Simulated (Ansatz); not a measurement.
# SiC (P6_3mc): volume and gaps against pressure

```yaml
crystal:
  lattice:
    - [3.07577, 0.00000, 0.00000]
    - [-1.53789, 2.66370, 0.00000]
    - [0.00000, 0.00000, 5.04753]
  atoms:
    - { symbol: Si, position: [0.33333, 0.66667, 0.00459] }
    - { symbol: Si, position: [0.66667, 0.33333, 0.50459] }
    - { symbol: C, position: [0.33333, 0.66667, 0.38041] }
    - { symbol: C, position: [0.66667, 0.33333, 0.88041] }
```

This is the zero-pressure cell under PBEsol. Cell and atoms are relaxed by PAW (default files of Ansatz 0.2.0, cutoff 420 eV, stress met within about 0.05 GPa) at each pressure, in this structure whether or not another phase would take over; P is the pressure reached, less that of this cell. Levels come from PBEsol, all-electron LAPW in Ansatz 0.2.0, scalar-relativistic; k mesh 8×8×6, fixed occupations, basis error target 0.5 meV/atom. Conduction levels are in eV over the valence top (at Γ), at fixed fractional wave vectors.

```csv
P (GPa),V/V₀,c/a,K ⊥ z,M ⊥ z,L (oblique),Γ
-2.03,1.0093,1.6410,2.141,2.641,3.157,4.659
0.00,1.0000,1.6411,2.124,2.657,3.176,4.737
1.95,?,?,?,?,?,?
3.96,0.9830,1.6407,2.094,2.683,3.213,4.878
6.97,0.9709,1.6405,2.072,2.703,3.239,4.981
9.97,0.9595,1.6403,2.050,2.722,3.263,5.080
14.96,0.9419,1.6401,2.016,2.753,3.301,5.237
```

Question: Fit the third-order Birch-Murnaghan equation to the rows shown.

Answer: With f = [(V₀/V)^(2/3) − 1]/2, the normalised pressure F = P/[3f(1 + 2f)^(5/2)] is 222.9 GPa at f = -0.0031, 222.4 GPa at f = 0.0058, 222.2 GPa at f = 0.0099, 222.0 GPa at f = 0.0140, 221.7 GPa at f = 0.0204. The line F = B₀[1 + (3/2)(B′ − 4)f] gives B₀ = 222.7 GPa and B′ = 3.8.

Question: What are the volume deformation potentials and pressure coefficients of these levels at zero pressure?

Answer: 

```
      level  dE/dlnV (eV)  dE/dP = −(dE/dlnV)/B₀ (meV/GPa)  mean slope up to 4.0 GPa (meV/GPa)
      K ⊥ z          1.80                             -8.1                                -7.6
      M ⊥ z         -1.60                              7.2                                 6.8
L (oblique)         -2.11                              9.5                                 9.3
          Γ         -8.27                             37.1                                35.7
```

dE/dlnV is the slope of a cubic fit in ln V at V₀. The last column is read from two rows and shows how the slope bends with pressure.

Question: What belongs in the row at 1.95 GPa?

Answer: The fits give V/V₀ = 0.9914 and K ⊥ z = 2.109 eV. Computed: V/V₀ = 0.9914, c/a = 1.6409, K ⊥ z = 2.109, M ⊥ z = 2.670, L (oblique) = 3.195, Γ = 4.807.

Known limits: no other phase was computed; many crystals of this kind change structure within this range, and rows or crossings beyond such a change describe a metastable lattice; the frozen-core PAW files of the relaxations were fitted under PBE, their cores solved anew for this functional; semilocal gaps are low, and the spacing of valleys can be off by tenths of an eV; levels are read at fixed fractional k, so an edge that moves off these points is missed.
